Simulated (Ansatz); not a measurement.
MnAs:

```
As Mn
1.0
     3.71000    0.00000    0.00000
    -1.85500    3.21295    0.00000
     0.00000    0.00000    5.69100
As Mn
2 2
Direct
  0.66667 0.33333 0.75000
  0.33333 0.66667 0.25000
  0.00000 0.00000 0.50000
  0.00000 0.00000 0.00000
```

Base run:

* Program: Ansatz 0.2.0
* Functional: PBEsol
* Potentials or basis: Ansatz PAW
* Cutoff: 420 eV (not typed: the program's choice for these potentials)
* k mesh: 7 × 7 × 4
* Occupations: fermi-dirac, width 0.05 eV
* Spin: collinear spin, ferromagnetic start
* Starting moments: [0.0, 0.0, 4.0, 4.0] μB
* Fixed moment: 8 μB

Its results: pressure 1.4 GPa; site moments As +0.02; Mn +3.67 μB.

Task: The run is repeated on the same cell with these changes: fixed moment from 8 μB to 10 μB; moments at the start from [0.0, 0.0, 4.0, 4.0] to [0.0, 0.0, 5.0, 5.0]. What comes out?

Result: Pressure 14.0 GPa; site moments As +0.32; Mn +4.05 μB.

Caveats: the total moment is fixed, so each spin has its own Fermi level; only a ferromagnetic start was run, and an antiferromagnetic order may lie lower in energy; the PAW data sets come from PBE, with cores solved anew for the run's functional, which leaves a small shift of forces and pressure; the thresholds are loose for stress.
